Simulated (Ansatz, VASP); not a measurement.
SnO in VASP and in Ansatz

```
Sn O
1.0
     3.13510    0.00000    0.00000
     0.00000    3.13510    0.00000
     0.00000    0.00000    3.13510
Sn O
1 1
Direct
  0.50000 0.50000 0.50000
  0.00000 0.00000 0.00000
```

Change from the starting cell: species swapped into the TmAu type (Pm-3m, No. 221).

Alike in both runs: task relaxation of cell and atoms; functional PBE; k mesh 12 × 12 × 12; occupations gaussian, width 0.01 eV; no spin polarisation.

|  | VASP | Ansatz |
| --- | --- | --- |
| version | VASP 6.6.1 | Ansatz 0.2.0 |
| potentials or method | VASP PAW PBE potentials, release 64 (Sn_d, O) | scalar-relativistic, plane waves, PAW |
| plane-wave cutoff (eV) | 600 | 420 |
| valence electrons in the cell | 20 | 20 |

VASP gave:

```
gap on the k mesh at the Fermi level, each at its own relaxed structure (eV) : none
relaxed volume (Å³/atom)                                                     : 15.34
relaxed cell length with the largest relative difference (Å)                 : 3.131
```

Q: What did Ansatz give for the same quantities?

A: gap on the k mesh at the Fermi level, each at its own relaxed structure (eV): none; relaxed volume (Å³/atom): 15.35; relaxed cell length with the largest relative difference (Å): 3.131.

A gap of «none» marks a metal or a gap that the smearing closes.
